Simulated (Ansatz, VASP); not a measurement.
**One calculation of ZnSe (Stilleite), two programs**

The input INCAR:

```
PREC = Accurate
ENCUT = 520
EDIFF = 1E-6
ISMEAR = 0
SIGMA = 0.011
LREAL = F
LASPH = T
NELM = 60
ALGO = Normal
ISIF = 2
LWAVE = F
LCHARG = T
GGA = PE
LELF = T
LVHAR = T
NBANDS = 16
```

The input KPOINTS:

```
Automatic mesh
0
Gamma
  8 8 8
```

POSCAR

```
ZnSe
1.0
    0.0000000000      2.8338000000      2.8338000000
    2.8338000000      0.0000000000      2.8338000000
    2.8338000000      2.8338000000      0.0000000000
Se Zn
1 1
Direct
    0.7500000000      0.7500000000      0.7500000000
    0.0000000000      0.0000000000      0.0000000000
```

Contents of input.yaml:

```yaml
crystal:
  lattice:
    - [0.0, 2.8338, 2.8338]
    - [2.8338, 0.0, 2.8338]
    - [2.8338, 2.8338, 0.0]
  atoms:
    - { symbol: Se, position: [0.75, 0.75, 0.75] }
    - { symbol: Zn, position: [0.0, 0.0, 0.0] }
kpoints:
  mp_grid: { grid: [8, 8, 8] }
scf:
  occupations: { method: gaussian, width: 0.011 }
hamiltonian:
  xc: pbe
  pseudopotentials: { kind: all_electron, lapw: { basis_error: 0.001 } }
output:
  forces: true
  stress: true
  eigenvalues: true
```

Alike in both runs: task single point; functional PBE; k mesh 8 × 8 × 8; occupations gaussian, width 0.011 eV; no spin polarisation.

|  | VASP | Ansatz |
| --- | --- | --- |
| version | VASP 6.6.1 | Ansatz 0.2.0 |
| potentials or method | VASP PAW PBE potentials, release 64 (Se, Zn) | all-electron LAPW, scalar-relativistic |
| plane-wave cutoff (eV) | 520 | see its input |

```csv
,VASP,Ansatz,Ansatz less VASP
gap on the k mesh at the Fermi level (eV),1.29,1.29,0.000
least direct gap on the mesh (eV),1.29,1.29,0.000
pressure (GPa),2.3,2.1,-0.22
```

Ansatz ran all-electron here, so the differences hold the error of VASP's frozen core and of both bases.
